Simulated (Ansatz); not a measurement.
## Two Ansatz runs on CaS

The cell is COD entry 1011236, as deposited and not checked against the literature; nothing was relaxed. It is an old determination, and later ones may differ.

First run: DFT, PBEsol, all-electron LAPW, scalar-relativistic (Ansatz 0.2.0).

Command: `ansatz run input.yaml --threads 1 --pin off --max-ram 2048MiB --backend cpu --events-out ev --progress --plain --runs-dir out` The run took 6.5 s on 1 thread of Arm Neoverse V1 (shared host), peak memory 0.25 GiB.

```yaml
crystal:
  lattice:
    - [0.0, 2.843, 2.843]
    - [2.843, 0.0, 2.843]
    - [2.843, 2.843, 0.0]
  atoms:
    - { symbol: Ca, position: [0.0, 0.0, 0.0] }
    - { symbol: S, position: [0.5, 0.5, 0.5] }
kpoints:
  mp_grid: { grid: [7, 7, 7] }
  band_path:
    path:
      - [0.0, 0.0, 0.0]
      - [0.5, 0.0, 0.5]
      - [0.625, 0.25, 0.625]
      - [0.375, 0.375, 0.75]
      - [0.0, 0.0, 0.0]
      - [0.5, 0.5, 0.5]
      - [0.5, 0.25, 0.75]
      - [0.5, 0.0, 0.5]
    npoints: 5
scf:
  occupations: { method: fermi_dirac, width: 0.01 }
hamiltonian:
  xc: pbesol
  pseudopotentials: { kind: all_electron, lapw: { basis_error: 0.00025 } }
output:
  forces: true
  stress: true
  eigenvalues: true
```

Result: converged; pressure -1.64 GPa; gap on the k mesh 2.30 eV (the mesh can miss the band edges); 7 SCF iterations.

A second run of a changed input logged this at its end:

```
   |
22 | scf:
23 |   occupations: { method: fermi_dirac, width: 0.01 }
24 |   max_iter: many
   |             ^ invalid u64
25 | hamiltonian:
26 |   xc: pbesol
   |
```

**Question.** What was wrong with the input?

**Answer.** A value of the wrong type, by this change (others could give a like log):
```diff
@@ -22,4 +22,5 @@
 scf:
   occupations: { method: fermi_dirac, width: 0.01 }
+  max_iter: many
 hamiltonian:
   xc: pbesol
```
